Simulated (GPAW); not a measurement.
Runs of GPAW 26.7.0 on SnO. The structure is tetragonal, space group P4/nmm (No. 129). The conventional cell has a = 3.814 Å, b = 3.814 Å, c = 4.887 Å, α = 90.00°, β = 90.00°, γ = 90.00°. Sn (site symmetry 4mm) is surrounded by 4 O at 2.23 Å. Around O (site symmetry -4m2) lie 4 Sn at 2.23 Å. The cell is a database's computed one.

```csv
task,level,potentials or basis,cell,k mesh,cutoff (eV),smearing,maxiter,convergence,response ecut,response k mesh,response bands,grid spacing,mesh quality,gap on the mesh (eV),pressure (GPa),largest force (eV/Å)
single point,PBEsol,"PAW data sets generated in the run's folder for this functional, pw",as given,7 × 7 × 6,800,fermi-dirac 0.05 eV,150,-,-,-,-,-,not flagged,0.36,-1.2,0.02
single point,PBE,"GPAW PAW data sets (gpaw-data 1.2.1), pw",as given,6 × 6 × 5,600,fermi-dirac 0.05 eV,120,default,-,-,-,-,not flagged,0.15,(c),(a)
dielectric tensor,RPBE,"the program's PAW data sets (release 1.2.1) made for this functional, pw",as given,6 × 6 × 5,550,fermi-dirac 0.001 eV,150,-,80 eV,7 × 7 × 6,60,-,not flagged,(b),-,-
band structure,PBE,"GPAW PAW data sets (gpaw-data 1.2.1), lcao:dzp",as given,4 × 4 × 4,-,fermi-dirac 0.05 eV,150,-,-,-,-,0.2 Å,coarse,0.12,-,0.79
relaxation of cell and atoms,PBEsol+D4,"PAW data sets generated in the run's folder for this functional, pw",relaxed,4 × 4 × 4,800,fermi-dirac 0.05 eV,150,-,-,-,-,-,coarse,none,0.0,0.02
```

Alike in all rows: no spin polarisation.

Problem. Estimate the missing entries.

Solution. (a) 0.32; (b) 0.14; (c) 0.3.

Caveats: some runs use coarse meshes; spin-orbit coupling is left out, which moves the levels of the heavy elements (some runs); an odd mesh through Γ misses points on the zone boundary, where band edges often lie (some runs); the cutoff is short for stress and forces, so pressures can be off by a GPa or more (some runs); the long-wavelength limit can be off by a per cent or two (some runs); the gap is small at this level, which inflates the dielectric constant (some runs); the real-space grid adds noise to forces (some runs); the basis of atomic orbitals isn't converged, which shifts pressures, moduli and gaps (some runs).

A k mesh can miss the band edges, and the runs leave out spin-orbit coupling on Sn.

A gap of «none» marks a metal or a gap under the smearing width.

Not every run made on this cell is shown here.
